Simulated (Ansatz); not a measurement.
## ScAl3 under pressure: fit and missing row

ScAl3, Pm-3m, a = 4.071 Å. The structure is a Materials Project entry; whether it is the stable form wasn't checked. Ansatz: PBEsol, PAW, 420 eV, Γ-centred 10×10×10 mesh on 4 atoms, Gaussian smearing 0.10 eV; no spin polarisation. Cell and atoms are relaxed at each pressure, and no other structure is tried, so the rows at high pressure may lie past a change of phase.

| V (Å³/atom) | P (GPa) |
| --- | --- |
| ? | 59.97 |
| 13.631 | 29.99 |
| 14.869 | 15.00 |
| 15.649 | 8.00 |
| 16.357 | 3.00 |
| 16.871 | -0.02 |
| 17.472 | -3.00 |

Q: Take V0 = 16.871 Å³/atom, count pressures from its P0 = -0.02 GPa, fit the third-order Birch–Murnaghan form to the other rows, and predict the missing volume.

A: With the Eulerian strain f = ½[(V0/V)^(2/3) − 1] and y = (P − P0)/[3f(1 + 2f)^(5/2)], the form is the line y = B0 + 1.5 B0 (B0′ − 4) f. Rows (f, y): 0.07638, 91.8; 0.04393, 92.3; 0.02570, 91.8; 0.01042, 91.8; -0.01153, 91.3. Means f = 0.02898, y = 91.800; Σ(Δf)² = 0.004467, ΣΔfΔy = 0.02773; the slope is their ratio. y = 91.62 + 6.208 f GPa, so B0 = 91.6 GPa and B0′ = 4 + 2 × (6.208)/(3 × 91.62) = 4.05. P = 59.97 GPa is met at f = 0.12426 (y = 92.39), so V = V0 (1 + 2f)^(−3/2) = 12.093 Å³/atom. The run gave 12.046 Å³/atom, so the fit is 0.047 Å³/atom too high, 0.87 % of the span of the series, against an rms of 0.004 Å³/atom on the fitted rows. The row lies outside the fitted range. The points of y bend away from a line: a fourth-order term fitted to them gives P = 59.84 GPa at this row's volume (the line 61.17, the run 59.97).

The mesh isn't the same in all rows (10×10×10, 12×12×12).